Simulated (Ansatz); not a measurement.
## ZnS: how strain makes field gradients

```
CELL_PARAMETERS angstrom
0.00000 2.70465 2.70465
2.70465 0.00000 2.70465
2.70465 2.70465 0.00000
ATOMIC_POSITIONS crystal
Zn 0.00000 0.00000 0.00000
S 0.75000 0.75000 0.75000
```

Atoms are numbered in the order listed.

The cell is COD entry 9000107, as deposited and not checked against the literature; nothing was relaxed.

The calculation used DFT, PBE, all-electron PAW with datasets made for the crystal, scalar-relativistic in Ansatz 0.2.0.

Sampling and basis: a Γ-centred 8×8×8 k mesh, Fermi–Dirac smearing of 0.01 eV, cutoff 280 eV (chosen by the program for this cell), no spin polarisation.

The strain is applied along the Cartesian axes of the cell as listed (the other components stay zero). Fractional coordinates are held (clamped ions).

The columns are Cartesian components of the electric field gradient at the nuclei, in 10²¹ V/m².

Only quantities that a quadratic follows smoothly over the whole series are listed; rougher ones are left out.

```csv
εzz,Vzz at Zn1,Vzz at S2
-0.0200,0.39,-0.41
-0.0100,0.19,-0.21
0.0000,0.00,0.00
0.0100,-0.19,0.21
0.0300,-0.54,0.64
```

Fit the series and give the gradient–strain slopes.

Least-squares fits y = p0 + p1 x + p2 x² to the rows give Vzz at Zn1: p1 = -18.9, p2 = 34; Vzz at S2: p1 = 20.9, p2 = 17. The slopes p1 are in 10²¹ V/m² per unit strain, for clamped ions.

One run, at εzz = 0.0200, is withheld. Predict its row.

The fits give -0.37, 0.42; the run gave -0.37, 0.42.
